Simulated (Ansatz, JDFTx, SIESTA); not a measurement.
**SiC: programs and potentials compared**

```
Si C
1.0
     3.07600    0.00000    0.00000
    -1.53800    2.66389    0.00000
     0.00000    0.00000    5.04800
Si C
2 2
Direct
  0.66667 0.33333 0.50000
  0.33333 0.66667 0.00000
  0.66667 0.33333 0.88500
  0.33333 0.66667 0.38500
```

Alike in all runs: task band structure; functional RPBE; k mesh 10 × 10 × 5; occupations fermi-dirac, width 0.05 eV; no spin polarisation; no spin-orbit coupling. Pressure is positive in compression and, in plane waves, holds the error of the finite cutoff, which Ansatz's Pulay term estimates and takes out. Gaps are the smaller of the mesh's and the band path's.

| program and potentials | plane-wave cutoff (eV) | notes | band gap (eV) | pressure (GPa) | largest force (eV/Å) |
| --- | --- | --- | --- | --- | --- |
| Ansatz, Ansatz PAW | 420 | potentials made for PBE, which Ansatz adapts in part; Pulay term of +0.24 GPa included | 2.37 | 6.96 | 0.762 |
| JDFTx, PseudoDojo-SR-PBE-0.5-standard with smoothed tails | 1116 | potentials made for PBE | 2.41 | - | - |
| SIESTA, files PseudoDojo sr-pbe-0.4.1-standard, DZP (energy shift 0.002 Ry) | - | atomic basis; potentials made for PBE | 2.38 | 7.91 | 0.845 |

Force on atom 3 (C), eV/Å:

```json
{"program and potentials": "Ansatz, Ansatz PAW", "x": "0.000", "y": "0.000", "z": "-0.762"}
{"program and potentials": "SIESTA, files PseudoDojo sr-pbe-0.4.1-standard, DZP (energy shift 0.002 Ry)", "x": "0.000", "y": "0.000", "z": "-0.845"}
```

The band gap spans 2.37 (Ansatz, Ansatz PAW) to 2.41 eV (JDFTx, PseudoDojo-SR-PBE-0.5-standard with smoothed tails). The pressure spans 6.96 (Ansatz, Ansatz PAW) to 7.91 GPa (SIESTA, files PseudoDojo sr-pbe-0.4.1-standard, DZP (energy shift 0.002 Ry)). Some sets were made for another functional than the one run, which can shift their rows. The paths' points differ, which is worth about 0.01 eV. Rows in atomic bases carry the error of their basis and grid, which can be large.

The functional is the same throughout but for its coding, so the spread measures potentials, basis and numerics; runs on potential files found faulty are left out.
